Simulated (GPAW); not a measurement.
Crystal: CdO2.

```
CELL_PARAMETERS angstrom
3.47623 0.00000 0.00000
-1.73811 3.01050 0.00000
0.00000 0.00000 4.14808
ATOMIC_POSITIONS crystal
Cd 0.00000 0.00000 0.00000
O 0.33333 0.66667 0.24422
O 0.66667 0.33333 0.75578
```

The cell comes from a database or a generator and needn't be the stable form of this composition.

- Program: GPAW 26.7.0
- Task: relaxation of cell and atoms
- Functional: PBEsol
- Dispersion: D4
- Potentials or basis: PAW data sets generated in the run's folder for this functional
- Cutoff: 800 eV
- Basis: pw
- k mesh: 7 × 7 × 5
- Occupations: fermi-dirac, width 0.05 eV
- Spin: no spin polarisation

At the start: pressure -12.4 GPa; volume 14.47 Å³/atom.

Q: How do energy, volume and symmetry change on relaxing?

A: Over 12 steps the energy falls by 140.1 meV/atom and the volume is 11.40 Å³/atom (-21.2 %); space group P-3m1 (No. 164, to 0.05 Å).

Step by step:
```
step  energy change (eV)  largest force (eV/Å)  pressure (GPa)  volume (Å³)
   1              0.0000                0.3517          -12.39        43.41
   2             -0.0540                0.2573          -11.22        42.72
   3             -0.2099                0.6004            1.95        37.87
   4             -0.2240                0.3979           -1.51        38.70
   5             -0.2318                0.3753           -1.87        38.64
   6             -0.3634                0.3432           -5.45        36.07
   7             -0.3812                0.2582           -3.42        35.46
   8             -0.3942                0.0635            0.67        34.45
   9             -0.3961                0.0871            0.65        34.39
  10             -0.4165                0.1171           -0.09        34.21
  11             -0.4201                0.0332           -0.16        34.21
  12             -0.4202                0.0035           -0.02        34.20
```

Final structure:
```xyz
3
Lattice="3.3376 0.0000 0.0001 -1.6688 2.8905 -0.0001 0.0001 0.0000 3.5450" Properties=species:S:1:pos:R:3 pbc="T T T"
Cd    0.0000    0.0000    0.0000
O     0.0000    1.9270    1.0073
O     1.6689    0.9635    2.5378
```

Caveat: later steps reuse the first step's grids; the volume moved by over 15 % at a fixed basis, so the end points are rough; pairwise dispersion overbinds metals, which lowers pressure and volume.
